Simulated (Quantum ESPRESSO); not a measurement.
The system is Ag.

```
CELL_PARAMETERS angstrom
0.00000 2.04275 2.04275
2.04275 0.00000 2.04275
2.04275 2.04275 0.00000
ATOMIC_POSITIONS crystal
Ag 0.00000 0.00000 0.00000
```

| Quantity | Value |
| --- | --- |
| Program | Quantum ESPRESSO 7.5 |
| Task | relaxation of cell and atoms |
| Functional | revPBE |
| Dispersion | D3(BJ) |
| Potentials or basis | PseudoDojo 0.4.1 SR PBE standard |
| Cutoff | 1116 eV |
| Density cutoff | 4463 eV |
| k mesh | 11 × 11 × 11 |
| Occupations | fermi-dirac, width 0.05 eV |
| Spin | no spin polarisation |

At the start: pressure -2.6 GPa; volume 17.05 Å³/atom.

Problem. How do energy, volume and symmetry change on relaxing?

Solution. Over 3 steps the energy falls by 2.9 meV/atom and the volume is 16.63 Å³/atom (-2.4 %); space group Fm-3m (No. 225, to 0.05 Å).

The path:
```tsv
step	energy change (eV)	largest force (eV/Å)	pressure (GPa)	volume (Å³)
1	0.0000	0.0000	-2.59	17.05
2	-0.0022	0.0000	-1.37	16.85
3	-0.0029	0.0000	0.07	16.63
```

Final structure:
```cif
data_structure
_symmetry_space_group_name_H-M 'P 1'
_symmetry_Int_Tables_number 1
_cell_length_a 2.8652
_cell_length_b 2.8652
_cell_length_c 2.8652
_cell_angle_alpha 60.000
_cell_angle_beta 60.000
_cell_angle_gamma 60.000
_cell_volume 16.63
loop_
_atom_site_label
_atom_site_type_symbol
_atom_site_fract_x
_atom_site_fract_y
_atom_site_fract_z
_atom_site_occupancy
Ag1 Ag 0.00000 0.00000 0.00000 1
```

Caveat: the potentials were made for another functional, which shifts forces and pressure; pairwise dispersion overbinds metals, which lowers pressure and volume.
